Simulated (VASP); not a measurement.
Runs of VASP 6.6.1 on NaCl. Symmetry: I4/mmm, No. 139, tetragonal system. The conventional cell has a = 3.951 Å, b = 3.951 Å, c = 5.758 Å, α = 90.00°, β = 90.00°, γ = 90.00°. Na (site symmetry 4/mmm) is surrounded by 6 Cl at 2.79 to 2.88 Å. Cl (site symmetry 4/mmm) has 6 Na at 2.79 to 2.88 Å as nearest neighbours. The cell was built by a generator and isn't the measured one.

```csv
task,level,spin,cell,k mesh,cutoff (eV),grid for exact exchange (PRECFOCK),screening parameter,exchange at q = 0,gap on the mesh (eV),pressure (GPa)
band structure,PBE,off,"I4/mmm, 22.48 Å³/atom",6 × 6 × 5,520,-,-,-,5.09,-
electrostatic potential,PBE,off,"I4/mmm, 22.48 Å³/atom",6 × 6 × 5,520,-,-,-,5.09,0.7
band structure,HSE06,off,"I4/mmm, 22.48 Å³/atom",5 × 5 × 4,520,Fast,0.2 1/A,-,6.47,(a)
band structure,PBE0,off,"I4/mmm, 22.48 Å³/atom",5 × 5 × 3,520,Fast,-,truncated,(b),0.1
relaxation of cell and atoms,PBE,off,relaxed,6 × 6 × 5,600,-,-,-,5.09,0.8
```

Alike in all rows: potentials or basis VASP PAW PBE potentials, release 64 (Na_pv, Cl); smearing gaussian 0.02 eV.

Fill in the values left out.

(a) 0.2; (b) 7.18.

Caveats: an odd mesh through Γ misses points on the zone boundary, where band edges often lie (some runs); the PAW data sets were made with another functional, which shifts forces and pressure a little (some runs); the real-space grid breaks the cell's symmetry a little (some runs).
